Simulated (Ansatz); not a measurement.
**HfO2: stress in a strained cell**

Aim: deform HfO2 (equal xx and yy strain of -2 %) and compute stress, forces and field gradients with LAPW, PAW and all-electron datasets made for the crystal.

Computed with Ansatz 0.2.0 (DFT PBE, scalar-relativistic, unless a step's input says otherwise).

## 1. Starting point

It takes space group Fm-3m (No. 225, cubic). The conventional cell has a = 5.115 Å, b = 5.115 Å, c = 5.115 Å, α = 90.00°, β = 90.00°, γ = 90.00°. Around Hf (site symmetry m-3m) lie 8 O at 2.21 Å. O (site symmetry -43m) is surrounded by 4 Hf at 2.21 Å.

Coordinates:

```
CELL_PARAMETERS angstrom
0.00000 2.55750 2.55750
2.55750 0.00000 2.55750
2.55750 2.55750 0.00000
ATOMIC_POSITIONS crystal
Hf 0.00000 0.00000 0.00000
O 0.25000 0.25000 0.25000
O 0.75000 0.75000 0.75000
```

Atoms are numbered in the order of the input: Hf1, O2, O3.

## 2. After the deformation

Space group Fm-3m before, I4/mmm after.

## 3. Full-potential LAPW

The input, input.yaml:

```yaml
crystal:
  lattice:
    - [0.0, 2.50635, 2.5575]
    - [2.50635, 0.0, 2.5575]
    - [2.50635, 2.50635, 0.0]
  atoms:
    - { symbol: Hf, position: [0.0, 0.0, 0.0] }
    - { symbol: O, position: [0.25, 0.25, 0.25] }
    - { symbol: O, position: [0.75, 0.75, 0.75] }
kpoints:
  mp_grid: { grid: [9, 9, 9] }
  band_path:
    path:
      - [0.0, 0.0, 0.0]
      - [0.0, 0.5, 0.5]
      - [0.25, 0.75, 0.5]
      - [0.0, 0.5, 0.0]
      - [0.0, 0.0, 0.0]
      - [0.5, 0.5, 0.0]
      - [0.37005, 0.62995, 0.0]
      - [-0.37005, 0.37005, 0.0]
      - [0.0, 0.0, 0.0]
    npoints: 5
scf:
  occupations: { method: fermi_dirac, width: 0.01 }
hamiltonian:
  xc: pbe
  pseudopotentials: { kind: all_electron, lapw: { basis_error: 0.001 } }
output:
  forces: true
  stress: true
  eigenvalues: true
```

The run is started by

```
> ansatz run input.yaml --threads 1 --pin off --max-ram 4096MiB --backend cpu --events-out ev --progress --plain --runs-dir out
```

## 4. PAW with frozen cores

The input, input.yaml:

```yaml
crystal:
  lattice:
    - [0.0, 2.50635, 2.5575]
    - [2.50635, 0.0, 2.5575]
    - [2.50635, 2.50635, 0.0]
  atoms:
    - { symbol: Hf, position: [0.0, 0.0, 0.0] }
    - { symbol: O, position: [0.25, 0.25, 0.25] }
    - { symbol: O, position: [0.75, 0.75, 0.75] }
kpoints:
  mp_grid: { grid: [9, 9, 9] }
scf:
  occupations: { method: fermi_dirac, width: 0.01 }
hamiltonian:
  xc: pbe
  pseudopotentials: { kind: paw }
output:
  forces: true
  stress: true
  eigenvalues: true
  efg: { contact_densities: true }
```

## 5. Datasets made for this crystal

Edit input.yaml of step 4 so:

```diff
@@ -15,3 +15,3 @@
   xc: pbe
-  pseudopotentials: { kind: paw }
+  pseudopotentials: { kind: all_electron, datasets: crystal }
 output:
```

(Steps that only read results are left out.)

**Question.** What will these runs give? Wanted: pressure; largest shear or deviatoric stress.

The runs gave:

| quantity | value |
| --- | --- |
| pressure | LAPW 7.94, PAW 7.92, crystal datasets 7.94 GPa |
| largest shear or deviatoric stress (LAPW) | 6.32 GPa |

**Reading.** The largest part of the stress beyond the pressure is 6.32 GPa in size, in the zz component; the atoms are carried along and not relaxed. No run of the undeformed cell stands beside it, so the pressure holds what the given cell had before the change. PAW: stress within 0.03 GPa of LAPW. Crystal datasets: stress within 0.01 GPa of LAPW. Spin-orbit coupling is left out, though the cell holds Hf; in elements this heavy it can shift bands and gaps by tenths of an eV.

These are semilocal Kohn-Sham gaps, which aren't the measured quantity. Such gaps usually fall short of the measured ones.
